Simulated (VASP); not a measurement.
Wanted: the native input for a VASP 6.6.1 run.

| Property | Result |
| --- | --- |
| Task | electric field gradients |
| Functional | PBE |
| Potentials or basis | VASP PAW PBE potentials, release 64 (Cd, S) |
| Cutoff | 520 eV |
| k mesh | 7 × 7 × 7 |
| Occupations | fermi-dirac, width 0.02 eV |
| Spin | no spin polarisation |
| Dipole correction | no |
| Further INCAR settings | ALGO = Normal; EDIFF = 1e-08; NBANDS = 16 |

The structure of CdS lies in POSCAR:

```
CdS
1.0
    0.0000000000      2.9429534649      2.9429534649
    2.9429534649      0.0000000000      2.9429534649
    2.9429534649      2.9429534649      0.0000000000
Cd S
1 1
Direct
    0.0000000000      0.0000000000      0.0000000000
    0.7500000000      0.7500000000      0.7500000000
```

The cell is a database's computed one.

The input as run:

INCAR

```
PREC     = Accurate       # precision mode
ENCUT    = 520            # plane-wave cutoff, eV
EDIFF    = 1E-8           # SCF threshold, eV
ISMEAR   = -1             # smearing method
SIGMA    = 0.02           # smearing width, eV
LREAL    = False          # projectors in reciprocal space
LASPH    = True           # aspherical terms in the spheres
NELM     = 80             # most SCF steps
ALGO     = Normal         # electronic algorithm
ISIF     = 2              # what is computed and relaxed
LWAVE    = False          # write WAVECAR
LCHARG   = False          # write CHGCAR
GGA      = PE             # functional
LEFG     = True         
NBANDS   = 16             # bands
```

KPOINTS

```
Automatic mesh
0
Gamma
  7 7 7
```

Potentials or basis: VASP PAW PBE potentials, release 64 (Cd, S).

Command:

```bash
$ cat potpaw_PBE.64/Cd/POTCAR potpaw_PBE.64/S/POTCAR > POTCAR
$ mpirun -np 1 vasp_std > vasp.out
```

It gave:

The pressure is 1.5 GPa and the band gap on the k mesh is 1.09 eV, direct.

It took 7.8 s on 1 thread of Intel(R) Xeon(R) 6975P-C (Granite Rapids), with other jobs on the host, peak memory 0.17 GiB.
